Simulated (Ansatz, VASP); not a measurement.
This is a calculation of Mg for VASP 6.6.1.

File INCAR:

```
SYSTEM = Mg
PREC = Accurate ; ENCUT = 520
EDIFF = 1E-7 ; ISMEAR = -1
SIGMA = 0.05 ; LREAL = .False.
LASPH = .True. ; NELM = 100
ALGO = Normal ; ISIF = 2
LWAVE = .False. ; LCHARG = .True.
GGA = PE ; LELF = .True.
LVHAR = .True. ; NBANDS = 7
```

File KPOINTS:

```
Automatic mesh
0
Gamma
  11 11 11
  0 0 0
```

The input POSCAR:

```
Mg
1.0
   -1.8359916300      1.8359916300      1.6794040200
    1.8359916300     -1.8359916300      1.6794040200
    1.8359916300      1.8359916300     -1.6794040200
Mg
1
Direct
    0.0000000000      0.0000000000      0.0000000000
```

Potentials or basis: VASP PAW PBE potentials, release 64 (Mg).

Launch:

```bash
$ cat potpaw_PBE.64/Mg/POTCAR > POTCAR
$ mpirun -np 1 vasp_std > vasp.out
```

Task: Translate it to Ansatz 0.2.0. Potentials there: Ansatz PAW.

Result: As run (the cutoff follows the program's own potentials):

input.yaml

```yaml
crystal:
  lattice:
    - [-1.83599163, 1.83599163, 1.67940402]
    - [1.83599163, -1.83599163, 1.67940402]
    - [1.83599163, 1.83599163, -1.67940402]
  atoms:
    - { symbol: Mg, position: [0.0, 0.0, 0.0] }
hamiltonian:
  xc: pbe
  pseudopotentials: { kind: paw }
kpoints:
  mp_grid: { grid: [11, 11, 11] }
scf:
  occupations: { method: fermi_dirac, width: 0.05 }
output:
  forces: true
  stress: true
  eigenvalues: true
```

Potentials or basis: Ansatz PAW.

Run with:

```console
$ ansatz run input.yaml --threads 1 --pin off --max-ram 3584MiB --backend cpu --events-out ev --progress --plain --runs-dir out
```

Both were run:

|  | VASP | Ansatz | Ansatz less VASP |
| --- | --- | --- | --- |
| gap on the k mesh at the Fermi level (eV) | none | none | - |
| pressure (GPa) | 0.4 | 0.6 | +0.13 |
| largest component of the traceless stress (GPa) | 0.22 | 0.22 | +0.001 |

A gap of «none» marks a metal or a gap that the smearing closes. The two sets of potentials don't hold the same shells in valence.
